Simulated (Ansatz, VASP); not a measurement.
BaTiO3 in VASP and in Ansatz

File INCAR:

```
PREC = Accurate ; ENCUT = 520
EDIFF = 1E-7 ; ISMEAR = -1
SIGMA = 0.05 ; LREAL = F
LASPH = T ; NELM = 150
ALGO = Normal ; ISIF = 2
LWAVE = F ; LCHARG = F
LMAXMIX = 4 ; LDAU = T
LDAUTYPE = 2 ; LDAUL = -1 2 -1
LDAUU = 0 5 0 ; LDAUJ = 0 0 0
LDAUPRINT = 1 ; GGA = PS
NBANDS = 28
```

KPOINTS

```
Automatic mesh
0
Gamma
  7 7 7
```

The input POSCAR:

```
BaTiO3
1.0
    4.0060000000      0.0000000000      0.0000000000
    0.0000000000      4.0060000000      0.0000000000
    0.0000000000      0.0000000000      4.0060000000
Ba Ti O
1 1 3
Direct
    0.5000000000      0.5000000000      0.5000000000
    0.0000000000      0.0000000000      0.0000000000
    0.0000000000      0.0000000000      0.5000000000
    0.0000000000      0.5000000000      0.0000000000
    0.5000000000      0.0000000000      0.0000000000
```

The input input.yaml:

```yaml
crystal:
  lattice:
    - [4.006, 0.0, 0.0]
    - [0.0, 4.006, 0.0]
    - [0.0, 0.0, 4.006]
  atoms:
    - { symbol: Ba, position: [0.5, 0.5, 0.5] }
    - { symbol: Ti, position: [0.0, 0.0, 0.0] }
    - { symbol: O, position: [0.0, 0.0, 0.5] }
    - { symbol: O, position: [0.0, 0.5, 0.0] }
    - { symbol: O, position: [0.5, 0.0, 0.0] }
hamiltonian:
  xc: pbesol
  pseudopotentials: { kind: paw }
  hubbard: { sites: [{ species: Ti, l: d, u_eff: 5.0 }] }
kpoints:
  mp_grid: { grid: [7, 7, 7] }
scf:
  occupations: { method: fermi_dirac, width: 0.05 }
  n_extra_bands: 12
output:
  forces: true
  stress: true
  eigenvalues: true
  dos: { projected: true, de: 0.05, nscf_kmesh: { grid: [11, 11, 11] } }
```

Alike in both runs: functional PBEsol; k mesh 7 × 7 × 7; occupations fermi-dirac, width 0.05 eV; no spin polarisation; Hubbard terms Ti d U = 5.0 eV.

|  | VASP | Ansatz |
| --- | --- | --- |
| version | VASP 6.6.1 | Ansatz 0.2.0 |
| potentials or method | VASP PAW PBE potentials, release 64 (Ba_sv, Ti_sv, O) | Ansatz PAW |
| plane-wave cutoff (eV) | 520 | 420 |
| valence electrons in the cell | 40 | 40 |
| task | single point | projected density of states |

|  | VASP | Ansatz | Ansatz less VASP |
| --- | --- | --- | --- |
| gap on the k mesh at the Fermi level (eV) | 2.35 | 2.41 | +0.057 |
| least direct gap on the mesh (eV) | 2.49 | 2.51 | +0.021 |
| pressure (GPa) | 1.2 | -3.0 | -4.19 |

The programs project onto different local orbitals, so the same U acts differently.

Caveats: spin-orbit coupling is left out, which moves the levels of the heavy elements; the PAW data sets were made with another functional, which shifts forces and pressure a little (VASP); an odd mesh through Γ misses points on the zone boundary, where band edges often lie (VASP); odd divisions of the mesh miss points on the zone boundary, where band edges often lie, so the gap on the mesh can be too wide (Ansatz); the pressure holds a Pulay correction of +0.6 GPa for the finite cutoff (Ansatz); the PAW data sets come from PBE, with cores solved anew for the run's functional, which leaves a small shift of forces and pressure (Ansatz); the density of states is complete only up to the lowest level of the last band computed (Ansatz).
